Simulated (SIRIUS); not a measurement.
Runs of SIRIUS 7.10.0 on MnO. It takes space group Fm-3m (No. 225, cubic). The conventional cell has a = 4.448 Å, b = 4.448 Å, c = 4.448 Å, α = 90.00°, β = 90.00°, γ = 90.00°. Mn (site symmetry m-3m) has 6 O at 2.22 Å as nearest neighbours. O (site symmetry m-3m) is surrounded by 6 Mn at 2.22 Å. The cell is a database's computed one.

| level | potentials or basis | k mesh | gap on the mesh (eV) | pressure (GPa) | moment (μB) |
| --- | --- | --- | --- | --- | --- |
| AM05 | PseudoDojo 0.4.1 PBE standard (scalar relativistic) | 7 × 7 × 7 | none | -8.4 | 4.69 |
| xPBE | PseudoDojo 0.4.1 PBE standard (scalar relativistic) | 7 × 7 × 7 | none | (c) | 4.85 |
| PBEsol | PseudoDojo 0.4.1 PBEsol standard (scalar relativistic) | 10 × 10 × 10 | none | -6.8 | 4.80 |
| PBEsol | PseudoDojo 0.4.1 PBE standard (scalar relativistic) | 7 × 7 × 7 | none | (a) | 4.73 |
| HTBS | PseudoDojo 0.4.1 PBE standard (scalar relativistic) | 7 × 7 × 7 | none | (b) | 4.87 |

Alike in all rows: task single point; spin collinear, ferromagnetic start; cell as given; cutoff (eV) 1307; smearing fermi-dirac 0.05 eV.

Task: Estimate the missing entries.

Result: (a) -8.2; (b) -1.5; (c) 3.7.

Caveats: a cell with one magnetic atom can't hold antiferromagnetic order, which such compounds often take; semilocal functionals often make such compounds metallic where correlation or magnetic order opens a gap, which also shifts bond lengths; the potentials were made for another functional, which shifts forces and pressure (some runs).

A gap of «none» marks a metal or a gap under the smearing width.

Runs at the PBE level aren't shown here.
